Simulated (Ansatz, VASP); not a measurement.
Al: VASP beside Ansatz

```
Al
1.0
    -1.61751    1.61751    1.61751
     1.61751   -1.61751    1.61751
     1.61751    1.61751   -1.61751
Al
1
Direct
  0.00000 0.00000 0.00000
```

This isn't the form of Al at room conditions, which is fcc.

Alike in both runs: functional PBE; k mesh 18 × 18 × 18; occupations gaussian, width 0.1 eV; no spin polarisation.

Ansatz relaxed the structure, and its values are those at the end. VASP's run is a single point on that final structure, the one shown.

```csv
,VASP,Ansatz
version,VASP 6.6.1,Ansatz 0.2.0
potentials or method,"VASP PAW PBE potentials, release 64 (Al)","scalar-relativistic, plane waves, PAW"
plane-wave cutoff (eV),520,420
valence electrons in the cell,3,3
```

|  | VASP | Ansatz | Ansatz less VASP |
| --- | --- | --- | --- |
| gap on the k mesh at the Fermi level (eV) | none | none | - |
| pressure (GPa) | 0.0 | 0.0 | +0.02 |

A gap of «none» marks a metal or a gap that the smearing closes. With one functional, cell and mesh, what is left measures potentials, basis and numerics.
